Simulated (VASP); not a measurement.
Here is a VASP 6.6.1 calculation.

INCAR

```
SYSTEM = CuI
ALGO     = Normal         ! electronic algorithm
EDIFF    = 1E-6           ! SCF threshold, eV
EDIFFG   = -0.01          ! ionic threshold
ENCUT    = 600            ! plane-wave cutoff, eV
GGA      = PE             ! functional
IBRION   = 2              ! ionic algorithm
ISIF     = 3              ! what is computed and relaxed
ISMEAR   = 0              ! smearing method
LASPH    = .TRUE.         ! aspherical terms in the spheres
LCHARG   = .FALSE.        ! write CHGCAR
LREAL    = .FALSE.        ! projectors in reciprocal space
LWAVE    = .FALSE.        ! write WAVECAR
NELM     = 80             ! most SCF steps
NSW      = 90             ! ionic steps
PREC     = Accurate       ! precision mode
SIGMA    = 0.03           ! smearing width, eV
```

KPOINTS

```
k-points
0
G
  8 8 8
  0 0 0
```

The input POSCAR:

```
CuI
1.0
    0.0000000000      3.0315000000      3.0315000000
    3.0315000000      0.0000000000      3.0315000000
    3.0315000000      3.0315000000      0.0000000000
Cu I
1 1
Direct
    0.2500000000      0.2500000000      0.2500000000
    0.0000000000      0.0000000000      0.0000000000
```

Potentials or basis: VASP PAW PBE potentials, release 64 (Cu, I).

The run is started by

```console
$ cat potpaw_PBE.64/Cu/POTCAR potpaw_PBE.64/I/POTCAR > POTCAR
$ mpirun -np 1 vasp_std > vasp.out
```

(1) What does it give for the relaxed cell?

(2) What does it give for the relaxed volume?

(3) Predict the space group after relaxing (to 0.05 Å).

## Answers

(1) a = 4.299 Å, b = 4.299 Å, c = 4.299 Å, α = 60.00°, β = 60.00°, γ = 60.00°.

(2) 28.09 Å³/atom.

(3) F-43m (No. 216).
